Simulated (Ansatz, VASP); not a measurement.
# GaSb in VASP and in Ansatz

The input INCAR:

```
PREC = Accurate
ENCUT = 520
EDIFF = 1E-6
ISMEAR = -1
SIGMA = 0.05
LREAL = False
LASPH = True
NELM = 80
ALGO = Normal
ISIF = 2
LWAVE = False
LCHARG = False
GGA = PS
NBANDS = 16
```

File KPOINTS:

```
regular mesh
0
Gamma
  10 10 10
```

File POSCAR:

```
GaSb
1.0
   -1.5241390061      2.6203957796      2.8342492230
    1.5241390061     -2.6203957796      2.8342492230
    1.5241390061      2.6203957796     -2.8342492230
Sb Ga
1 1
Direct
    0.5000000000      0.5000000000      0.0000000000
    0.0000000000      0.0000000000      0.0000000000
```

Contents of input.yaml:

```yaml
crystal:
  lattice:
    - [-1.5241390061, 2.6203957796, 2.834249223]
    - [1.5241390061, -2.6203957796, 2.834249223]
    - [1.5241390061, 2.6203957796, -2.834249223]
  atoms:
    - { symbol: Sb, position: [0.5, 0.5, 0.0] }
    - { symbol: Ga, position: [0.0, 0.0, 0.0] }
kpoints:
  mp_grid: { grid: [10, 10, 10] }
scf:
  occupations: { method: fermi_dirac, width: 0.05 }
hamiltonian:
  xc: pbesol
  pseudopotentials: { kind: all_electron, lapw: { basis_error: 0.001 } }
output:
  forces: true
  stress: true
  eigenvalues: true
```

Change from the starting cell: volume scaled by 0.94.

Alike in both runs: task single point; functional PBEsol; k mesh 10 × 10 × 10; occupations fermi-dirac, width 0.05 eV; no spin polarisation.

|  | VASP | Ansatz |
| --- | --- | --- |
| version | VASP 6.6.1 | Ansatz 0.2.0 |
| potentials or method | VASP PAW PBE potentials, release 64 (Sb, Ga_d) | all-electron LAPW, scalar-relativistic |
| plane-wave cutoff (eV) | 520 | see its input |

```csv
,VASP,Ansatz,Ansatz less VASP
gap on the k mesh at the Fermi level (eV),none,none,-
pressure (GPa),0.3,0.4,+0.03
largest component of the traceless stress (GPa),1.26,1.25,-0.017
```

A gap of «none» marks a metal or a gap that the smearing closes. Ansatz ran all-electron here, so the differences hold the error of VASP's frozen core and of both bases.

Caveats: the PAW data sets were made with another functional, which shifts forces and pressure a little (VASP). Spin-orbit coupling is left out, which matters for the levels of Sb.
